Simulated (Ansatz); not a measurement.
Structure: MgTe built on the zincblende prototype, at its r2SCAN minimum. It is cubic, F-43m (No. 216); a = 6.466 Å in the conventional setting, 33.80 Å³ an atom. Around Mg lie 4 Te at 2.80 Å; around Te lie 4 Mg at 2.80 Å.

```
CELL_PARAMETERS angstrom
0.00000 3.23311 3.23311
3.23311 0.00000 3.23311
3.23311 3.23311 0.00000
ATOMIC_POSITIONS crystal
Mg 0.00000 0.00000 0.00000
Te 0.25000 0.25000 0.25000
```

4 runs of the PAW code Ansatz on this cell differ in the functional (and in the settings that go with it). Levels are in eV from each run's valence top; v1 is the last filled band, c1 the first empty one.

Run A, mean stress -0.1 GPa (compression positive):
```tsv
point	v2	v1	c1	c2
Γ	0.00	0.00	3.90	7.08
X	-1.31	-1.31	4.22	5.02
U	-2.14	-1.05	4.89	6.80
```

Run B, mean stress 0.0 GPa (compression positive):
```tsv
point	v2	v1	c1	c2
Γ	0.00	0.00	3.10	6.01
X	-1.19	-1.19	3.23	4.05
U	-1.96	-0.96	3.89	5.73
```

Run C, mean stress 0.0 GPa (compression positive):
```tsv
point	v2	v1	c1	c2
Γ	0.00	0.00	3.27	6.38
X	-1.28	-1.28	3.57	4.34
U	-2.08	-1.03	4.22	6.09
```

Run D, mean stress +0.7 GPa (compression positive):
```tsv
point	v2	v1	c1	c2
Γ	0.00	0.00	2.42	5.47
X	-1.17	-1.17	2.86	3.54
U	-1.92	-0.94	3.46	5.22
```

**Question.** Match the runs to PBE, r2SCAN, HSE06, PBE0.

**Answer.** A is PBE0, B is r2SCAN, C is HSE06, D is PBE. In order of the gap: PBE 2.42, r2SCAN 3.10, HSE06 3.27, PBE0 3.90 eV.

No spin polarisation and no zero-point or thermal motion; the cell was built from a prototype and may be hypothetical.

Spin-orbit coupling is left out, which matters wherever the heavy atoms make up the band edges.

The program warns that its thresholds are loose for a hybrid's stress.
